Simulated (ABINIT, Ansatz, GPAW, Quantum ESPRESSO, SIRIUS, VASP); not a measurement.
## HfN: 6 runs at one level of theory

```xyz
2
Lattice="0.0000 2.2560 2.2560 2.2560 0.0000 2.2560 2.2560 2.2560 0.0000" Properties=species:S:1:pos:R:3 pbc="T T T"
Hf    0.0000    0.0000    0.0000
N     2.2560    2.2560    2.2560
```

Alike in all runs: task single point; functional PBEsol; k mesh 10 × 10 × 10; occupations fermi-dirac, width 0.05 eV; no spin polarisation; no spin-orbit coupling. Pressure is positive in compression and, in plane waves, holds the error of the finite cutoff.

| program and potentials | plane-wave cutoff (eV) | notes | band gap (eV) | pressure (GPa) |
| --- | --- | --- | --- | --- |
| ABINIT, PseudoDojo NC SR PBEsol v0.4.1 standard | 1143 | 8.5 valence electrons an atom on average | no gap | -2.77 |
| Ansatz, all-electron LAPW, scalar-relativistic | - | - | no gap | -1.87 |
| VASP, PBE PAW files Hf_pv, N, 520 eV | 520 | potentials made for PBE; 7.5 valence electrons an atom on average | no gap | -4.07 |
| SIRIUS, PseudoDojo 0.4.1 PBEsol standard (scalar relativistic) | 1152 | 8.5 valence electrons an atom on average | no gap | -2.79 |
| Quantum ESPRESSO, GBRV 1.5 PBEsol | 612 | 8.5 valence electrons an atom on average | no gap | -2.83 |
| GPAW, PAW data sets generated for this functional | 800 | 8.5 valence electrons an atom on average | no gap | -1.62 |

None finds a gap. The pressure spans -4.07 (VASP, PBE PAW files Hf_pv, N, 520 eV) to -1.62 GPa (GPAW, PAW data sets generated for this functional), with all-electron results at -1.87.

The functional is the same throughout but for its coding, so the spread measures potentials, basis and numerics; runs on potential files found faulty are left out.
